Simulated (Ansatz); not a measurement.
# A series in volume scale on Ga

Results calculated with Ansatz 0.2.0, not measured. Plane-wave DFT, scalar-relativistic PAW made under PBE with cores redone for the functional, no dispersion; the given relaxed cell is scaled uniformly, energy at zero smearing counts from the unscaled cell, pressure at the given Fermi-Dirac smearing is positive in compression.

The cell before it is scaled or strained (space group Im-3m, No. 229):
```
CELL_PARAMETERS angstrom
-1.70130 1.70130 1.70130
1.70130 -1.70130 1.70130
1.70130 1.70130 -1.70130
ATOMIC_POSITIONS crystal
Ga 0.00000 0.00000 0.00000
```

Settings of every row: spin polarised no; functional revPBE; wave cutoff 420 eV; smearing width 0.1 eV; k mesh 15x15x15.

Atom starting moment: 0 on all atoms.

Limits: the cell comes from a prototype or a list of computed structures and needn't be the stable phase.

| row | volume scale | V (Å³/atom) | energy change per atom (meV) | pressure (GPa) |
| --- | --- | --- | --- | --- |
| 1 | 0.88 | 17.333 | 49.36 | 7.73 |
| 2 | 0.92 | 18.121 | 19.92 | 4.5 |
| 3 | 0.96 | 18.909 | ? | ? |
| 4 | 1.04 | 20.485 | 4.05 | -1.51 |
| 5 | 1.08 | 21.273 | 14.79 | -2.71 |
| 6 | 1.12 | 22.061 | 30.66 | -3.65 |

Question: what energy change per atom and pressure should row 3 give?

Worked fit of energy change per atom. Take u = (V_r/V)^(2/3) − 1 with V_r = 20.485 Å³ an atom, which is twice the finite (Eulerian) strain; such expansions in the strain, on which the Birch-Murnaghan equation of state is built, carry the rest volume and the bulk modulus. The shown rows have u = 0.11783, 0.08518, 0, -0.02485, -0.04821. Least squares give energy change per atom = 3.749 − 289.871 × u + 5718.35 × u² meV; a straight line predicts inner rows, each left out in turn, worse (root mean square 16 against 0.87 meV). The rows lie off it by 0.37, -0.63, 0.30, 0.31, -0.35 (root mean square 0.41 meV). The withheld row has u = 0.05482, so the fit gives 3.749 − 289.871 × (0.05482) + 5718.35 × (0.05482)² = 5.04 meV.

The calculation gave 4.53 meV. The fit lies 0.51 meV (11 % of the value, 1.1 % of the column's range) above it; its largest miss of a shown row is 0.63 meV.

Worked fit of pressure. Take u = (V_r/V)^(2/3) − 1 with V_r = 20.485 Å³ an atom, which is twice the finite (Eulerian) strain; such expansions in the strain, on which the Birch-Murnaghan equation of state is built, carry the rest volume and the bulk modulus. The shown rows have u = 0.11783, 0.08518, 0, -0.02485, -0.04821. Least squares give pressure = −1.536 + 53.455 × u + 211.5 × u² GPa; a straight line predicts inner rows, each left out in turn, worse (root mean square 0.61 against 0.072 GPa). The rows lie off it by 0.03, -0.05, 0.03, 0.02, -0.03 (root mean square 0.033 GPa). The withheld row has u = 0.05482, so the fit gives −1.536 + 53.455 × (0.05482) + 211.5 × (0.05482)² = 2.03 GPa.

The calculation gave 1.99 GPa. The fit lies 0.04 GPa (2 % of the value, 0.35 % of the column's range) above it; its largest miss of a shown row is 0.05 GPa.
